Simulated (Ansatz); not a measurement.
# BeTe: single point with PBE

Crystal: BeTe.

```
CELL_PARAMETERS angstrom
0.00000 2.77000 2.77000
2.77000 0.00000 2.77000
2.77000 2.77000 0.00000
ATOMIC_POSITIONS crystal
Te 0.75000 0.75000 0.75000
Be 0.00000 0.00000 0.00000
```

```yaml
Program: Ansatz 0.2.0
Task: single point
Functional: PBE
Potentials_or_basis: all-electron LAPW, scalar-relativistic
Cutoff: 227 eV (chosen from the basis error)
Basis_error_allowed: 0.001 eV/atom
k_mesh: 8 × 8 × 8
Occupations: gaussian, width 0.023 eV
Spin: no spin polarisation
```

```yaml
Pressure: 4.3 GPa
Band_gap_on_the_k_mesh: 1.86 eV, indirect (least direct gap 3.59 eV)
```

Levels at points of the mesh, in eV from the valence-band top:
| k point | band 12 | band 13 | band 14 | band 15 | band 16 | band 17 |
| --- | --- | --- | --- | --- | --- | --- |
| (0.00, 0.00, 0.00) | 0.00 | 0.00 | 0.00 | 3.59 | 3.59 | 3.59 |
| (0.00, 0.00, -0.50) | -5.85 | -1.21 | -1.21 | 3.22 | 4.59 | 4.59 |
| (0.00, -0.50, -0.50) | -5.38 | -2.83 | -2.83 | 1.86 | 2.61 | 10.07 |

Run time: 9.2 s on 1 thread of Intel(R) Xeon(R) Processor @ 2.50GHz (Skylake/Cascade Lake), with other jobs on the host, peak memory 0.27 GiB.

Caveat: spin-orbit coupling is left out, which moves the levels of the heavy elements. A k mesh can miss the band edges.
